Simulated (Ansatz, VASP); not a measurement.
Given: the input of a run of VASP 6.6.1 on Ni. 

File INCAR:

```
PREC = Accurate ; ENCUT = 600
EDIFF = 1E-6 ; ISMEAR = -1
SIGMA = 0.05 ; LREAL = F
LASPH = T ; NELM = 100
ALGO = Normal ; ISIF = 3
LWAVE = F ; LCHARG = F
ISPIN = 2 ; MAGMOM = 1
LORBIT = 11 ; LMAXMIX = 4
GGA = PE ; IVDW = 12
IBRION = 2 ; NSW = 40
EDIFFG = -0.005
```

File KPOINTS:

```
Automatic mesh
0
Gamma
  13 13 13
```

POSCAR

```
Ni
1.0
    0.0000000000      1.7375729330      1.7375729330
    1.7375729330      0.0000000000      1.7375729330
    1.7375729330      1.7375729330      0.0000000000
Ni
1
Direct
    0.0000000000      0.0000000000      0.0000000000
```

Potentials or basis: VASP PAW PBE potentials, release 64 (Ni).

Launch:

```console
$ cat potpaw_PBE.64/Ni/POTCAR > POTCAR
$ mpirun -np 1 vasp_std > vasp.out
```

Problem. Set up the same calculation for Ansatz 0.2.0. Potentials or basis there: all-electron LAPW, scalar-relativistic.

Solution. As run (cutoffs and basis follow the program's own potentials, and thresholds, step limits or extra output files can differ):

The input input.yaml:

```yaml
crystal:
  lattice:
    - [0.0, 1.737572933, 1.737572933]
    - [1.737572933, 0.0, 1.737572933]
    - [1.737572933, 1.737572933, 0.0]
  atoms:
    - { symbol: Ni, position: [0.0, 0.0, 0.0], spin: 1.0 }
kpoints:
  mp_grid: { grid: [13, 13, 13] }
scf:
  occupations: { method: fermi_dirac, width: 0.05 }
hamiltonian:
  xc: pbe
  dispersion: d3bj
  pseudopotentials: { kind: all_electron, lapw: { basis_error: 0.001 } }
magnetization:
  spin_polarized: true
output:
  forces: true
  stress: true
relax:
  f_tol: 0.005
  max_steps: 60
  cell: {}
```

Potentials or basis: all-electron LAPW, scalar-relativistic.

Run with:

```sh
$ ansatz run input.yaml --threads 2 --pin off --max-ram 6144MiB --backend cpu --events-out ev --progress --plain --runs-dir out
```

Both were run:

|  | VASP | Ansatz |
| --- | --- | --- |
| Relaxed volume | 10.51 Å³/atom | 10.52 Å³/atom |
| Relaxed cell | a = 2.458 Å, b = 2.458 Å, c = 2.458 Å, α = 60.00°, β = 60.00°, γ = 60.00° | a = 2.459 Å, b = 2.459 Å, c = 2.459 Å, α = 60.00°, β = 60.00°, γ = 60.00° |
| Space group after relaxing | Fm-3m (No. 225) | Fm-3m (No. 225) |
| Pressure after relaxing | 0.0 GPa | 0.0 GPa |
| Net moment | 0.62 μB per cell | 0.63 μB per cell |

Where Ansatz's input types no cutoff or centring, it takes its own default and a Γ-centred mesh.

The magnetic state is the one that the start led to; the real crystal's order can differ.

Pressure is positive in compression.
